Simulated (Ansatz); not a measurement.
# Bi: the cost of one run

Program: Ansatz 0.2.0. Level of theory: DFT PBEsol, scalar-relativistic, plane waves, PAW. These are calculated values, not measurements.

1 further run of the same task is left out (set aside as unsound or not needed).

## 1. The starting structure

The structure is monoclinic, space group C2/m (No. 12). Conventional cell: a = 6.673 Å, b = 6.111 Å, c = 3.300 Å, α = 90.00°, β = 110.41°, γ = 90.00°. Bi (site symmetry m) has 6 Bi at 3.15 to 3.31 Å as nearest neighbours.

Coordinates:

```
CELL_PARAMETERS angstrom
3.33628 -3.05540 0.00000
3.33628 3.05540 0.00000
-1.15098 0.00000 3.09291
ATOMIC_POSITIONS crystal
Bi 0.25180 0.25180 0.14900
Bi 0.74820 0.74820 0.85100
```

The structure comes from the Crystallography Open Database.

## 2. A distortion that keeps the symmetry

What differs from the listed cell: strain xx, yy, zz, yz, xz, xy = -4.3, +2.6, -2.6, +0.0, +2.1, +0.0 %; atoms moved by 0.10 Å root mean square, at most 0.10 Å.

The input, input.yaml:

```yaml
crystal:
  lattice:
    - [3.1926865088, -3.133648794, 0.0703621452]
    - [3.1926865088, 3.133648794, 0.0703621452]
    - [-1.0362123489, 0.0, 2.9890243284]
  atoms:
    - { symbol: Bi, position: [0.2362264165, 0.2362264165, 0.1448947821] }
    - { symbol: Bi, position: [0.7637735835, 0.7637735835, 0.8551052179] }
basis:
  ecutwfc: 420
kpoints:
  mp_grid: { grid: [10, 10, 14] }
hamiltonian:
  xc: pbesol
scf:
  occupations: { method: gaussian, width: 0.1 }
output:
  forces: true
  stress: true
  eigenvalues: true
```

Started as:

```sh
$ ansatz run input.yaml --threads 1 --pin off --max-ram 1331MiB --backend cpu --events-out ev --progress --plain --runs-dir out
```

**Question.** How long does this run take on 1 thread of an x86-64 CPU, shared host, and how much memory does it need?

About 26 s, with a peak of 0.65 GiB.
